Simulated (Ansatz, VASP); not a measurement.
Given: the input of a run of VASP 6.6.1 on Al2O3.

File INCAR:

```
SYSTEM = Al2O3
ALGO = Normal
EDIFF = 1E-7
ENCUT = 520
GGA = RE
ISIF = 2
ISMEAR = -1
LASPH = .True.
LCHARG = .False.
LREAL = .False.
LWAVE = .False.
NELM = 100
PREC = Accurate
SIGMA = 0.05
```

Contents of KPOINTS:

```
k-points
0
Gamma
  6 3 9
  0 0 0
```

Contents of POSCAR:

```
Al2O3
1.0
    4.6137770000      0.0000000000      0.0000000000
    0.0000000000      9.5632790000      0.0000000000
    0.0000000000      0.0000000000      3.1198620000
Al O
4 6
Direct
    0.9829750000      0.8245730000      0.0000000000
    0.0170250000      0.1754270000      0.0000000000
    0.4829750000      0.6754270000      0.5000000000
    0.5170250000      0.3245730000      0.5000000000
    0.5000000000      0.5000000000      0.5000000000
    0.1236350000      0.7530500000      0.5000000000
    0.3763650000      0.2530500000      0.0000000000
    0.6236350000      0.7469500000      0.0000000000
    0.0000000000      0.0000000000      0.0000000000
    0.8763650000      0.2469500000      0.5000000000
```

KPOINTS_OPT

```
path GXSYGZURTZ,YT,UX,SR
10
line-mode
reciprocal
 0.0000000000  0.0000000000  0.0000000000  G
 0.0000000000  0.0000000000  0.5000000000  X

 0.0000000000  0.0000000000  0.5000000000  X
 0.5000000000  0.0000000000  0.5000000000  S

 0.5000000000  0.0000000000  0.5000000000  S
 0.5000000000  0.0000000000  0.0000000000  Y

 0.5000000000  0.0000000000  0.0000000000  Y
 0.0000000000  0.0000000000  0.0000000000  G

 0.0000000000  0.0000000000  0.0000000000  G
 0.0000000000  0.5000000000  0.0000000000  Z

 0.0000000000  0.5000000000  0.0000000000  Z
 0.0000000000  0.5000000000  0.5000000000  U

 0.0000000000  0.5000000000  0.5000000000  U
 0.5000000000  0.5000000000  0.5000000000  R

 0.5000000000  0.5000000000  0.5000000000  R
 0.5000000000  0.5000000000  0.0000000000  T

 0.5000000000  0.5000000000  0.0000000000  T
 0.0000000000  0.5000000000  0.0000000000  Z

 0.5000000000  0.0000000000  0.0000000000  Y
 0.5000000000  0.5000000000  0.0000000000  T

 0.0000000000  0.5000000000  0.5000000000  U
 0.0000000000  0.0000000000  0.5000000000  X

 0.5000000000  0.0000000000  0.5000000000  S
 0.5000000000  0.5000000000  0.5000000000  R
```

Potentials or basis: VASP PAW PBE potentials, release 64 (Al, O).

Command:

```bash
$ cat potpaw_PBE.64/Al/POTCAR potpaw_PBE.64/O/POTCAR > POTCAR
$ mpirun -np 1 vasp_std > vasp.out
```

Q: Translate it to Ansatz 0.2.0. Potentials there: Ansatz PAW.

A: As run (the cutoff follows the program's own potentials):

Contents of input.yaml:

```yaml
crystal:
  lattice:
    - [4.613777, 0.0, 0.0]
    - [0.0, 9.563279, 0.0]
    - [0.0, 0.0, 3.119862]
  atoms:
    - { symbol: Al, position: [0.982975, 0.824573, 0.0] }
    - { symbol: Al, position: [0.017025, 0.175427, 0.0] }
    - { symbol: Al, position: [0.482975, 0.675427, 0.5] }
    - { symbol: Al, position: [0.517025, 0.324573, 0.5] }
    - { symbol: O, position: [0.5, 0.5, 0.5] }
    - { symbol: O, position: [0.123635, 0.75305, 0.5] }
    - { symbol: O, position: [0.376365, 0.25305, 0.0] }
    - { symbol: O, position: [0.623635, 0.74695, 0.0] }
    - { symbol: O, position: [0.0, 0.0, 0.0] }
    - { symbol: O, position: [0.876365, 0.24695, 0.5] }
hamiltonian:
  xc: revpbe
  pseudopotentials: { kind: paw }
kpoints:
  mp_grid: { grid: [6, 3, 9] }
  band_path:
    path:
      - [[0.0, 0.0, 0.0], [0.0, 0.0, 0.5], [0.5, 0.0, 0.5], [0.5, 0.0, 0.0], [0.0, 0.0, 0.0], [0.0, 0.5, 0.0], [0.0, 0.5, 0.5], [0.5, 0.5, 0.5], [0.5, 0.5, 0.0], [0.0, 0.5, 0.0]]
      - [[0.5, 0.0, 0.0], [0.5, 0.5, 0.0]]
      - [[0.0, 0.5, 0.5], [0.0, 0.0, 0.5]]
      - [[0.5, 0.0, 0.5], [0.5, 0.5, 0.5]]
    npoints: 10
scf:
  occupations: { method: fermi_dirac, width: 0.05 }
  n_extra_bands: 25
output:
  forces: true
  stress: true
  eigenvalues: true
  fatbands: false
```

Potentials or basis: Ansatz PAW.

Launch:

```sh
$ ansatz run input.yaml --threads 4 --pin off --max-ram 11264MiB --backend cpu --events-out ev --progress --plain --runs-dir out
```

Both were run:

|  | VASP | Ansatz | Ansatz less VASP |
| --- | --- | --- | --- |
| gap on the k mesh at the Fermi level (eV) | 3.66 | 3.67 | +0.007 |
| least direct gap on the mesh (eV) | 3.66 | 3.67 | +0.007 |
| gap along the band path (eV) | 3.66 | 3.67 | +0.007 |
| pressure (GPa) | 2.0 | 2.3 | +0.36 |
| largest component of the traceless stress (GPa) | 2.91 | 2.79 | -0.120 |
| rms of the force components (eV/Å) | 0.080 | 0.079 | -0.0006 |

Atom by atom the forces differ by 0.008 eV/Å (rms over components). With one functional, cell and mesh, what is left measures potentials, basis and numerics.

Caveats: the PAW data sets were made with another functional, which shifts forces and pressure a little (VASP); the pressure holds a Pulay correction of +0.5 GPa for the finite cutoff (Ansatz); the PAW data sets come from PBE, with cores solved anew for the run's functional, which leaves a small shift of forces and pressure (Ansatz). Expect the measured gap to be larger: semilocal functionals such as revPBE lack the derivative discontinuity.
